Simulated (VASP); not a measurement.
The system is Cu.

```
CELL_PARAMETERS angstrom
2.53410 0.00000 0.00000
-1.26705 2.19459 0.00000
0.00000 0.00000 4.11257
ATOMIC_POSITIONS crystal
Cu 0.66667 0.33333 0.75000
Cu 0.33333 0.66667 0.25000
```

This isn't the form of Cu at room conditions, which is fcc.

* Program: VASP 6.6.1
* Task: single point
* Functional: PBE
* Potentials or basis: VASP PAW PBE potentials, release 64 (Cu)
* Cutoff: 520 eV
* k mesh: 12 × 12 × 7
* Occupations: fermi-dirac, width 0.05 eV
* Spin: no spin polarisation

On this cell: pressure 7.9 GPa; largest force under 0.003 eV/Å; band gap on the k mesh none (metal or under the smearing width).

The same run follows on a disturbed copy (atoms moved at random, drawn with an rms of 0.05 Å):

```
Cu
1.0
     2.53410    0.00000    0.00000
    -1.26705    2.19459    0.00000
     0.00000    0.00000    4.11257
Cu
2
Cartesian
  1.2532 0.7689 3.0594
  0.0536 1.4636 1.0227
```

**Question.** What does the disturbed cell give?

**Answer.** The energy (extrapolated to zero smearing) moves by +3.2 meV/atom; pressure 8.0 GPa; largest force 0.213 eV/Å; band gap on the k mesh none (metal or under the smearing width).

Forces in eV/Å, atoms in the order of the input:
```
Cu   0.113 -0.062  0.169
Cu  -0.113  0.062 -0.169
```

Stress tensor (GPa, compression positive):
```
 8.27 -0.89  0.11
-0.89  7.30 -0.06
 0.11 -0.06  8.49
```
